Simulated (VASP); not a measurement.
SrO: equilibrium volume by level of theory

Symmetry: Fm-3m, No. 225, cubic system. The conventional cell has a = 5.133 Å, b = 5.133 Å, c = 5.133 Å, α = 90.00°, β = 90.00°, γ = 90.00°. Around Sr (site symmetry m-3m) lie 6 O at 2.57 Å. Around O (site symmetry m-3m) lie 6 Sr at 2.57 Å.

```tsv
rung	level	program and potentials	cutoff (eV)	k mesh	equilibrium volume (Å³/atom)	notes
LDA	LDA	VASP, LDA PAW files O, Sr_sv, 600 eV	600	10 × 10 × 10	16.34	-
GGA	PBE	VASP, PBE PAW files O, Sr_sv, 600 eV	600	10 × 10 × 10	17.62	-
GGA + dispersion	PBE+D3(BJ)	VASP, PBE PAW files O, Sr_sv, 600 eV	600	10 × 10 × 10	17.16	-
meta-GGA	r2SCAN	VASP, PBE PAW files O, Sr_sv, 600 eV	600	10 × 10 × 10	17.25	potentials made for PBE
```

Task: relaxation of cell and atoms. All rows: no spin polarisation. Meshes are those of the run's cell of 2 atoms unless a note names another. Relaxations start from the cell shown or near it and stop with a little pressure left. Runs on faulty files, with rough fits or with known faults for this quantity aren't shown. No row holds spin-orbit coupling.

By rung: LDA 16.34; GGA 17.62; GGA + dispersion 17.16; meta-GGA 17.25 (Å³/atom).
